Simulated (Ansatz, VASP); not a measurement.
Pt in VASP and in Ansatz

```
Pt
1.0
    -0.05874    1.95790    1.95790
     1.95790   -0.05874    1.95790
     1.89916    1.89916    0.00000
Pt
1
Cartesian
  0.0000 0.0000 0.0000
```

Change from the starting cell: strain -0.0600 x Voigt [0, 0, 0, 0, 0, 1], atoms carried along.

Alike in both runs: task single point; functional PBE; k mesh 20 × 20 × 20; occupations gaussian, width 0.15 eV; no spin polarisation.

|  | VASP | Ansatz |
| --- | --- | --- |
| version | VASP 6.6.1 | Ansatz 0.2.0 |
| potentials or method | VASP PAW PBE potentials, release 64 (Pt) | scalar-relativistic, plane waves, PAW |
| plane-wave cutoff (eV) | 520 | 420 |
| valence electrons in the cell | 10 | 18 |

|  | VASP | Ansatz | Ansatz less VASP |
| --- | --- | --- | --- |
| gap on the k mesh at the Fermi level (eV) | none | none | - |
| pressure (GPa) | 12.1 | 12.6 | +0.56 |
| largest component of the traceless stress (GPa) | 5.62 | 5.61 | -0.004 |

A gap of «none» marks a metal or a gap that the smearing closes. The two sets of potentials don't hold the same shells in valence.

The runs have no spin-orbit coupling, so splittings on Pt are missing.
